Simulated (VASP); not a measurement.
# ICs in VASP: settings compared

The runs below take ICs through single point, relaxation of the atoms, atomic charges, with PBE, PBE+TS.

All numbers are computed with VASP 6.6.1; they aren't measurements. Logs are shortened: lines on timing, memory, paths and dates and some standing lists are left out, and cuts for length are marked.

## Step 1: The molecule as given

The cell holds a molecule in a box, 2 atoms: a = 9.000 Å, b = 9.000 Å, c = 13.000 Å, α = 90.00°, β = 90.00°, γ = 90.00°.

## Step 2: Single point, PBE (atoms moved at random, drawn with an rms of 0.05 Å)

INCAR

```
SYSTEM = CsI
PREC = Accurate ; ENCUT = 520
EDIFF = 1E-7 ; ISMEAR = 0
SIGMA = 0.01 ; LREAL = .False.
LASPH = .True. ; NELM = 100
ALGO = Normal ; ISIF = 2
LWAVE = .False. ; LCHARG = .True.
GGA = PE ; LELF = .True.
LVHAR = .True. ; LVACPOTAV = .True.
NBANDS = 15
```

KPOINTS

```
Automatic mesh
0
Gamma
  1 1 1
  0 0 0
```

POSCAR

```
CsI
1.0
    9.0000000000      0.0000000000      0.0000000000
    0.0000000000      9.0000000000      0.0000000000
    0.0000000000      0.0000000000     13.0000000000
I Cs
1 1
Direct
    0.5011280000      0.5044690000      0.3752930000
    0.4997040000      0.5024590000      0.6287640000
```

Potentials or basis: VASP PAW PBE potentials, release 64 (I, Cs_sv).

On the command line:

```console
$ cat potpaw_PBE.64/I/POTCAR potpaw_PBE.64/Cs_sv/POTCAR > POTCAR
$ mpirun -np 1 vasp_gam > vasp.out
```

OUTCAR:

```text
SYSTEM = CsI
   PREC = Accurate
   ENCUT = 520
   EDIFF = 1E-7
   ISMEAR = 0
   LREAL = .False.
   LASPH = .True.
   NELM = 100
   ISIF = 2
   GGA = PE

 ion  position               nearest neighbor table
   1  0.501  0.504  0.375-   2 3.30
   2  0.500  0.502  0.629-   1 3.30

  LATTYP: Found a simple tetragonal cell.
 ALAT       =     9.0000000000
 C/A-ratio  =     1.4444444444

  Lattice vectors:

 A1 = (   9.0000000000,   0.0000000000,   0.0000000000)
 A2 = (   0.0000000000,   9.0000000000,   0.0000000000)
 A3 = (   0.0000000000,   0.0000000000,  13.0000000000)

Analysis of symmetry for initial positions (statically):
=====================================================================
 Subroutine PRICEL returns:
 Original cell was already a primitive cell.

 Routine SETGRP: Setting up the symmetry group for a
 simple tetragonal supercell.

 Subroutine GETGRP returns: Found  1 space group operations
 (whereof  1 operations were pure point group operations)
 out of a pool of 16 trial point group operations.

The static configuration has the point symmetry C_1 .

Analysis of symmetry for dynamics (positions and initial velocities):
=====================================================================
 Subroutine PRICEL returns:
 Original cell was already a primitive cell.

 Routine SETGRP: Setting up the symmetry group for a
 simple tetragonal supercell.

 Subroutine GETGRP returns: Found  1 space group operations
 (whereof  1 operations were pure point group operations)
 out of a pool of 16 trial point group operations.

The dynamic configuration has the point symmetry C_1 .

 Subroutine INISYM returns: Found  1 space group operations
 (whereof  1 operations are pure point group operations),
 and found     1 'primitive' translations

----------------------------------------------------------------------------------------

                                     Primitive cell

  volume of cell :    1053.0000

  direct lattice vectors                    reciprocal lattice vectors
     9.000000000  0.000000000  0.000000000     0.111111111  0.000000000  0.000000000
     0.000000000  9.000000000  0.000000000     0.000000000  0.111111111  0.000000000
     0.000000000  0.000000000 13.000000000     0.000000000  0.000000000  0.076923077

  length of vectors
     9.000000000  9.000000000 13.000000000     0.111111111  0.111111111  0.076923077

  position of ions in fractional coordinates (direct lattice)
     0.501128000  0.504469000  0.375293000
     0.499704000  0.502459000  0.628764000

  ion indices of the primitive-cell ions
   primitive index   ion index
                 1           1
                 2           2

----------------------------------------------------------------------------------------

 KPOINTS: Automatic mesh

Automatic generation of k-mesh.
 Grid dimensions read from file:
 generate k-points for:    1    1    1

 Generating k-lattice:

  Cartesian coordinates                     Fractional coordinates (reciprocal lattice)
     0.111111111  0.000000000  0.000000000     1.000000000  0.000000000  0.000000000
     0.000000000  0.111111111  0.000000000     0.000000000  1.000000000  0.000000000
     0.000000000  0.000000000  0.076923077     0.000000000  0.000000000  1.000000000

  Length of vectors
     0.111111111  0.111111111  0.076923077

  Shift w.r.t. Gamma in fractional coordinates (k-lattice)
     0.000000000  0.000000000  0.000000000

 Subroutine IBZKPT returns following result:
 ===========================================

 Found      1 irreducible k-points:

 Following reciprocal coordinates:
            Coordinates               Weight
  0.000000  0.000000  0.000000      1.000000
   k-points           NKPTS =      1   k-points in BZ     NKDIM =      1   number of bands    NBANDS=     15
   number of dos      NEDOS =    301   number of ions     NIONS =      2
   total plane-waves  NPLWV = 480200
   dimension x,y,z NGX =    70 NGY =   70 NGZ =   98
   dimension x,y,z NGXF=   140 NGYF=  140 NGZF=  196
   ions per type =               1   1
   NGX,Y,Z   is equivalent  to a cutoff of  12.93, 12.93, 12.53 a.u.
   NGXF,Y,Z  is equivalent  to a cutoff of  25.86, 25.86, 25.06 a.u.
 SYSTEM =  CsI
   PREC   = accura    normal or accurate (medium, high low for compatibility)
   ISTART =      0    job   : 0-new  1-cont  2-samecut
   ICHARG =      2    charge: 1-file 2-atom 10-const
   ISPIN  =      1    spin polarized calculation?
   LNONCOLLINEAR =      F non collinear calculations
   LSORBIT =      F    spin-orbit coupling
   LASPH  =      T    aspherical Exc in radial PAW
   ENCUT  =  520.0 eV  38.22 Ry    6.18 a.u.  16.73 16.73 24.17*2*pi/ulx,y,z
   NELM   =    100;   NELMIN=  2; NELMDL= -5     # of ELM steps
   EDIFF  = 0.1E-06   stopping-criterion for ELM
[... 8 lines left out ...]
   TEBEG  =    0.0;   TEEND  =   0.0 temperature during run
   PSTRESS=    0.0 pullay stress
   NELECT =      16.0000    total number of electrons
   NUPDOWN=      -1.0000    fix difference up-down
   EMIN   =  10.00;   EMAX   =-10.00  energy-range for DOS
   EFERMI =   0.00;   METHOD = LEGACY
   ISMEAR =     0;   SIGMA  =   0.01  broadening in eV -4-tet -1-fermi 0-gaus
   EFERMI_NEDOS =   21; number of points for ismear=-14 and -15
   IALGO  =     38    algorithm
   IMIX   =      4    mixing-type and parameters
     AMIX     =   0.40;   BMIX     =  1.00
     AMIX_MAG =   1.60;   BMIX_MAG =  1.00
  volume/ion in A,a.u.               =     526.50      3553.00
  Fermi-wavevector in a.u.,A,eV,Ry     =   0.405482  0.766251  2.237015  0.164416
  Thomas-Fermi vector in A             =   1.357813
   LORBIT       =      0    0 simple, 1 ext, 2 COOP (PROOUT), +10 PAW based schemes
   GGA     = PE    functional components
   LHFCALC =     F    Hartree Fock is set to
   AEXX    =    0.0000 exact exchange contribution
   IVDW    =     0    specifies the selected vdW correction
   LEPSILON=     F    determine dielectric tensor
   LRPA    =     F    only Hartree local field effects (RPA)
 non-spin polarized calculation
 Gauss-broadening in eV      SIGMA  =   0.01
  energy-cutoff  :      520.00
  volume of cell :     1053.00
 maximum number of plane-waves:     14183
 NGX is ok and might be reduce to    70
   NGX = 33   NGY = 33   NGZ = 49

 number of electron      16.0000000 magnetization

 Free energy of the ion-electron system (eV)
  ---------------------------------------------------
  ext. energy  EPLUGINS =         0.00000000
  ---------------------------------------------------
  free energy    TOTEN  =        -3.92266360 eV

  energy without entropy =       -3.92266360  energy(sigma->0) =       -3.92266360

 E-fermi :  -3.7924     XC(G=0):  -1.4659

 val. band max:       -3.8890163843   @ k =   0.0000   0.0000   0.0000
 cond. band min:      -1.3560656831   @ k =   0.0000   0.0000   0.0000
 fundamental gap:      2.5329507012
 Fermi energy:        -3.7923612568

 k-point     1 :       0.0000    0.0000    0.0000
  band No.  band energies     occupation
      1     -26.2485      2.00000
      2     -14.0552      2.00000
      3     -13.1162      2.00000
      4     -13.1162      2.00000
      5     -12.7266      2.00000
      6      -4.0829      2.00000
      7      -3.8890      2.00000
      8      -3.8890      2.00000
      9      -1.3561      0.00000
     10       0.0617      0.00000
     11       0.0952      0.00000
     12       0.3548      0.00000
     13       0.3548      0.00000
     14       0.4324      0.00000
     15       0.7772      0.00000

------------------------ aborting loop because EDIFF is reached ----------------------------------------

  FORCE on cell =-STRESS in cart. coord.  units (eV):
  Direction    XX          YY          ZZ          XY          YZ          ZX
  --------------------------------------------------------------------------------------
  -------------------------------------------------------------------------------------
  Total        0.2673047      0.2678320     -0.1596041      0.0000471     -0.0038679     -0.0028128
  in kB        0.4067138      0.4075160     -0.2428434      0.0000716     -0.0058851     -0.0042797
  external PRESSURE =       0.1904621 kB  Pullay stress =       0.0000000 kB

 VOLUME and BASIS-vectors are now :
 -----------------------------------------------------------------------------
  energy-cutoff  :      520.00
  volume of cell :     1053.00
      direct lattice vectors                 reciprocal lattice vectors
     9.000000000  0.000000000  0.000000000     0.111111111  0.000000000  0.000000000
     0.000000000  9.000000000  0.000000000     0.000000000  0.111111111  0.000000000
     0.000000000  0.000000000 13.000000000     0.000000000  0.000000000  0.076923077

 POSITION                                       TOTAL-FORCE (eV/Angst)
 -----------------------------------------------------------------------------------
      4.51015      4.54022      4.87881         0.000831      0.001243     -0.088471
      4.49734      4.52213      8.17393        -0.000831     -0.001243      0.088471
 -----------------------------------------------------------------------------------
    total drift:                                0.000033     -0.000265     -0.000030

  FREE ENERGIE OF THE ION-ELECTRON SYSTEM (eV)
  ---------------------------------------------------
  free  energy   TOTEN  =        -3.9226635994 eV

  energy  without entropy=       -3.9226635994  energy(sigma->0) =       -3.92266360
```

It took 66 s on 1 thread of Intel Xeon 6975P-C (Granite Rapids), shared host; peak memory 0.85 GiB.

What came out:

- Free energy: -3.9227 eV
- Largest force: 0.088 eV/Å
- Gap between the frontier levels: 2.53 eV

Forces on the atoms (eV/Å):
```
I    0.001  0.001 -0.088
Cs  -0.001 -0.001  0.088
```

Levels at points of the mesh, in eV from the valence-band top:
```tsv
k point	band 6	band 7	band 8	band 9	band 10	band 11
(0.00, 0.00, 0.00)	-0.19	0.00	0.00	2.53	3.95	3.98
```

Caveat: spin-orbit coupling is left out, which moves the levels of the heavy elements.

## Step 3: Relaxation of the atoms, PBE (atoms moved at random, drawn with an rms of 0.02 Å)

INCAR

```
SYSTEM = CsI
PREC     = Accurate       ! precision mode
ENCUT    = 520            ! plane-wave cutoff, eV
EDIFF    = 1E-7           ! SCF threshold, eV
ISMEAR   = 0              ! smearing method
SIGMA    = 0.01           ! smearing width, eV
LREAL    = .FALSE.        ! projectors in reciprocal space
LASPH    = .TRUE.         ! aspherical terms in the spheres
NELM     = 80             ! most SCF steps
ALGO     = Normal         ! electronic algorithm
ISIF     = 2              ! what is computed and relaxed
LWAVE    = .FALSE.        ! write WAVECAR
LCHARG   = .FALSE.        ! write CHGCAR
GGA      = PE             ! functional
IBRION   = 2              ! ionic algorithm
NSW      = 60             ! ionic steps
EDIFFG   = -0.01          ! ionic threshold
```

KPOINTS

```
regular mesh
0
G
  1 1 1
  0 0 0
```

POSCAR

```
CsI
1.0
    9.0000000000      0.0000000000      0.0000000000
    0.0000000000      9.0000000000      0.0000000000
    0.0000000000      0.0000000000     13.0000000000
I Cs
1 1
Direct
    0.5014180000      0.5016410000      0.3742550000
    0.5011810000      0.5037820000      0.6288330000
```

Potentials or basis: VASP PAW PBE potentials, release 64 (I, Cs_sv).

On the command line:

```console
$ cat potpaw_PBE.64/I/POTCAR potpaw_PBE.64/Cs_sv/POTCAR > POTCAR
$ mpirun -np 1 vasp_gam > vasp.out
```

Wall time 1.7 min (1 thread of Intel Xeon 6975P-C (Granite Rapids), shared host); peak memory 0.95 GiB.

The run converged. Its results:

```yaml
Free_energy: -3.9238 eV
Energy_gained_by_relaxing: 0.1 meV/atom
Ionic_steps: 3
Gap_between_the_frontier_levels: 2.49 eV
```

The path:
| step | energy change (eV) | largest force (eV/Å) | pressure (GPa) |
| --- | --- | --- | --- |
| 1 | 0.0000 | 0.0403 | 0.01 |
| 2 | -0.0001 | 0.0277 | 0.01 |
| 3 | -0.0002 | 0.0009 | 0.00 |

Final structure:
```yaml
crystal:
  lattice:
    - [9.00000, 0.00000, 0.00000]
    - [0.00000, 9.00000, 0.00000]
    - [0.00000, 0.00000, 13.00000]
  atoms:
    - { symbol: I, position: [0.50142, 0.50162, 0.37378] }
    - { symbol: Cs, position: [0.50118, 0.50380, 0.62931] }
```

Levels at points of the mesh, in eV from the valence-band top:
```tsv
k point	band 5	band 6	band 7	band 8	band 9	band 10	band 11	band 12
(0.00, 0.00, 0.00)	-8.90	-0.21	0.00	0.00	2.49	3.92	3.94	4.20
```

Caveat: spin-orbit coupling is left out, which moves the levels of the heavy elements.

## Step 4: Atomic charges, PBE+TS

INCAR

```
ALGO = Fast
EDIFF = 1E-7
ENCUT = 520
GGA = PE
ISIF = 2
ISMEAR = 0
IVDW = 2
LASPH = T
LCHARG = F
LORBIT = 11
LREAL = F
LWAVE = F
NELM = 100
PREC = Accurate
SIGMA = 0.01
```

KPOINTS

```
k-points
0
Gamma
  1 1 1
```

POSCAR

```
CsI
1.0
    9.0000000000      0.0000000000      0.0000000000
    0.0000000000      9.0000000000      0.0000000000
    0.0000000000      0.0000000000     13.0000000000
I Cs
1 1
Direct
    0.5014444400      0.5023333300      0.3751080000
    0.5014444400      0.5023333300      0.6301227700
```

On the command line:

```console
$ cat potpaw_PBE.64/I/POTCAR potpaw_PBE.64/Cs_sv/POTCAR > POTCAR
$ mpirun -np 1 vasp_gam > vasp.out
```

Run time: 74 s. Hardware: 1 thread of Intel Xeon 6975P-C (Granite Rapids), shared host; peak memory 0.89 GiB.

Results (log left out):

* Free energy: -3.9666 eV
* Largest force: 0.120 eV/Å
* Gap between the frontier levels: 2.50 eV
* Valence electrons inside the program's atomic spheres: I 4.32; Cs 6.56
* Hirshfeld charges: I -0.58; Cs +0.58 e
* Dispersion energy per atom: -0.021 eV

Forces in eV/Å, atoms in the order of the input:
```
I    0.000  0.000 -0.120
Cs   0.000  0.000  0.120
```

Levels at points of the mesh, in eV from the valence-band top:
```
           k point  band 4  band 5  band 6  band 7  band 8  band 9  band 10  band 11  band 12
(0.00, 0.00, 0.00)   -9.27   -8.89   -0.20    0.00    0.00    2.50     3.92     3.95     4.66
```

Caveat: spin-orbit coupling is left out, which moves the levels of the heavy elements.

## Step 5: Overview

| task | level | cell | gap on the mesh (eV) | largest force (eV/Å) |
| --- | --- | --- | --- | --- |
| single point | PBE | atoms moved at random, drawn with an rms of 0.05 Å | 2.53 | 0.09 |
| relaxation of the atoms | PBE | atoms relaxed from: atoms moved at random, drawn with an rms of 0.02 Å | 2.49 | - |
| atomic charges | PBE+TS | as given | 2.50 | 0.12 |

Alike in all rows: potentials or basis VASP PAW PBE potentials, release 64 (I, Cs_sv); no spin polarisation; k mesh 1 × 1 × 1; cutoff (eV) 520; smearing gaussian 0.01 eV.

Caveats: spin-orbit coupling is left out, which moves the levels of the heavy elements.

Absolute energies hang on the potentials; compare differences alone.
